Seven functionals are applied here to one body-centred cubic tungsten crystal, and each is allowed to choose the crystal's size. The volume change counts from a common start cell of 15.85 Å³ per atom. That cell serves as a shared zero, not as a target for accuracy.

GPAW 26.7.0, plane-wave PAW DFT without spin polarisation, spin–orbit coupling or dispersion correction, for body-centred cubic W with one atom per cell. All rows use a 600 eV cutoff, a 12 × 12 × 12 k mesh and Fermi–Dirac smearing of 0.05 eV. Volume changes count from the start cell of 15.85 Å³ per atom; a is the edge of the relaxed primitive cell.

| functional | potentials | volume change (%) | relaxed length a (Å) |
| --- | --- | --- | --- |
| LDA | GPAW-PAW-data-sets-(gpaw-data-1.2.1) | -3.120 | 2.712 |
| PBE | GPAW-PAW-data-sets-(gpaw-data-1.2.1) | 1.810 | 2.757 |
| PBEsol | PAW-data-sets-made-by gpaw-setup-for-the-functional | -0.970 | 2.732 |
| revPBE | GPAW-PAW-data-sets-(gpaw-data-1.2.1) | 2.830 | 2.766 |
| RPBE | GPAW-PAW-data-sets-(gpaw-data-1.2.1) | 3.240 | 2.770 |
| BLYP | PAW-data-sets-made-by gpaw-setup-for-the-functional | 4.750 | 2.784 |
| r2SCAN | GPAW-PAW-data-sets-(gpaw-data-1.2.1) | 0.890 | 2.749 |

### 1. Why is one length enough to describe each crystal?

The relaxed length a is one of the three edges of the smallest repeating cell. Each runs from a corner of the familiar cube to its centre, so each is also the distance between neighbouring tungsten atoms. Cubic symmetry makes them equal, and a row therefore holds one independent result, not three.

The cube edge is the tabulated length times 2/√3. For PBE this turns 2.757 Å into 3.184 Å. Because volume goes as the cube of length, a small change in length appears about three times as large in the volume column.

### 2. LDA and PBE: which crystal is larger, and why?

PBE gives the larger crystal, by 4.93% of the start volume. LDA treats each point of the crystal as if it belonged to a uniform electron gas of the local density. PBE also looks at how fast the density varies. The cause of the expansion must therefore lie in what this added information does to the energy.

The measure of variation is the reduced gradient s, which is the density gradient divided by the density to the power 4/3, up to a constant. Exchange, the energy lowering that comes from electrons of like spin avoiding each other, is multiplied by an enhancement factor F(s). In a perfectly uniform gas s is zero, F is one, and PBE exchange falls back to that of LDA. Where the density varies, F exceeds one and the energy drops further.

The opposite limit is a set of separated atoms, surrounded by thin tails of density. In an exponential tail the gradient is proportional to the density itself, so s grows as the density falls. Stretching a crystal moves it a little way from the first limit towards the second. PBE rewards that move and LDA does not, so PBE adds an outward push.

Correlation, the remaining part of the electrons' mutual avoidance, has a gradient term of its own that works against this push. The larger PBE volume is the net result. The table shows that net result, while the division between exchange and correlation is an argument from theory.

### 3. Why does PBEsol stop about halfway?

For small gradients F starts as 1 + μs², where μ sets how strongly variation is rewarded. With μ at zero, exchange is that of LDA. PBE uses roughly 0.22, while PBEsol uses roughly 0.12, the value that theory gives for a slowly varying density. A weaker reward means a weaker outward push.

The row agrees with this picture. PBEsol lies 2.15% of the start volume above LDA, somewhat less than half of the PBE step, while its μ is a little over half of PBE's. The match is only approximate, and μ is not the only thing that differs. PBEsol also changes the correlation, and its atomic potentials were made separately.

### 4. revPBE and RPBE start with the same μ as PBE, so why are they larger?

The three functionals share their correlation and their behaviour at small s. They part company at larger s. PBE lets F level off towards a ceiling, revPBE raises that ceiling, and RPBE keeps the PBE ceiling but climbs towards it faster. If the density of tungsten varied slowly everywhere, the three crystals would have nearly the same size.

They do not. revPBE is larger than PBE by 1.02% of the start volume, and RPBE adds another 0.41%. These two steps are the clearest evidence in the table for the gradient mechanism, because little besides exchange at larger gradients has been altered. They show that the crystal contains regions where s is not small, and that these regions help to set its size.

A simple estimate follows. If a stretch raises s by a small fraction, F rises by that fraction times s·dF/ds. The height of F counts too, because F multiplies an exchange energy that itself weakens as the density falls. If that part is left out, the outward push follows the slope. For PBE and revPBE it equals 2μs²/(1 + μs²/κ)², where κ is the height of the ceiling above one, roughly 0.80 for PBE and 1.2 for revPBE.

Take s = 1 as representative of the whole crystal. The slope is then 0.271 for PBE and 0.314 for revPBE. The PBE row sets the scale and so is not a test. The estimate for revPBE is 4.93% × 0.314/0.271 = 5.7% above LDA, against 5.95% in the full calculation.

The sterner test is the step beyond PBE, where the estimate gives 0.8% and the calculation 1.0%. Part of that closeness lies in the choice of s, since s = 1.5 would nearly double the estimated step. PBEsol fares worse: its estimated rise above LDA is 3.3%, about half as much again as the computed one. A smaller s would help PBEsol but would almost erase the step to revPBE. The model puts one gradient in place of a whole crystal, leaves out the height of F and hides correlation in the PBE scale. It is a guide to order and rough size only, and only among the relatives of PBE.

### 5. Does stronger exchange also explain why BLYP is largest?

Probably not. At s = 1 the exchange slope of BLYP is 0.27, practically that of PBE. It also stays below the revPBE slope at s = 0.5 and s = 1.5. Exchange alone would therefore place BLYP near PBE or revPBE, yet its volume exceeds that of PBE by 2.94% of the start volume.

That leaves correlation as the likely cause, and the uniform gas again suggests a reason. PBE correlation is built to be right in that limit. The LYP correlation in BLYP descends from the helium atom and gives too little correlation energy for a uniform gas. It also lets that energy deepen too slowly as the gas is compressed.

The outer electrons of tungsten are shared through the crystal. They are far from uniform, the d electrons above all, but should still resemble such a gas more than they resemble helium. If squeezing them together gains too little energy, the inward pull is too weak and the crystal settles at a larger volume. A row with BLYP's exchange and PBE's correlation would test this directly, but there is none. BLYP also has separately made potentials, whose share in the excess is unknown.

### 6. What would happen if the cell were not allowed to relax?

The mismatch would appear as pressure instead of volume. In the start cell the PBE crystal pushes outward with 5.57 GPa and the BLYP crystal with 14.30 GPa. A study of strained tungsten that borrows its cell from another functional can thus begin with a false stress of several GPa.

Pressure and expansion are linked by the bulk modulus, the resistance to uniform compression. The r2SCAN calculation gives 312 GPa for it, a working value whose convergence with the k mesh has not been shown. For BLYP the expected expansion is 14.30/312 = 0.0458, or 4.6%, against 4.75% in the table. For PBE the same division gives 1.8%, as tabulated.

This agreement shows that pressures and volumes are consistent, not what causes the pressure. The small shortfall for BLYP is what a crystal that softens on expansion would give, though the stiffness is borrowed from another functional. The relation also tells what another metal would do: under the same outward push, a softer one expands more.

The energies involved are small. Relaxing the cell gains about 5 meV per atom in PBE and 33 meV in BLYP. Near its minimum the energy rises with the square of the volume change, so a start cell 2.6 times as far from the minimum should lie nearly seven times as high. The calculated energies differ by a factor of 6.4. Even in a metal as stiff as tungsten, a few hundredths of an eV per atom go with a visible change in size.

### 7. Why does r2SCAN fall below PBE although it is the more elaborate functional?

More ingredients need not mean a larger crystal. r2SCAN reads the density, its gradient and also the kinetic-energy density of the electrons. Its volume lies 0.92% of the start volume below that of PBE, between PBEsol and PBE.

The added ingredient separates two situations that may have the same s. In one limit a single orbital supplies the density, as in a helium atom. In the other many orbitals overlap and the density is nearly uniform, as in a simple metal. PBE must give both the same F, whereas r2SCAN can treat them differently and is built to respect the slowly varying limit.

That freedom offers a plausible reason for a weaker outward push in tungsten. It remains an argument, because no row switches the new ingredient off while keeping the rest. The atomic potentials were probably made for another functional, so part of the difference from PBE could come from them. The slope estimate of question 4 does not apply here, since F no longer depends on s alone.

### 8. Which digits can be trusted?

The relaxations stopped with small pressures still present. These are too weak to change the order of the rows, but they make the second decimal of the volume change uncertain. Divided by the bulk modulus, the largest of these is worth about 0.09% in volume. The narrowest gap between neighbours in size, from revPBE to RPBE, is 0.41%.

The volume column is nevertheless the better one for comparing rows. A step of 0.001 Å in a length near 2.75 Å corresponds to about 0.1% in volume, so the lengths are printed more coarsely. Errors from the shared k mesh should partly cancel between rows, but no second mesh is available to show how well.

All this concerns the numerical steadiness of the results, not their closeness to real tungsten. The table contains no measured lattice constant, and the calculations omit spin–orbit coupling, temperature and zero-point motion. A volume change near zero means that a functional agrees with the start cell. It does not make that functional the most accurate.
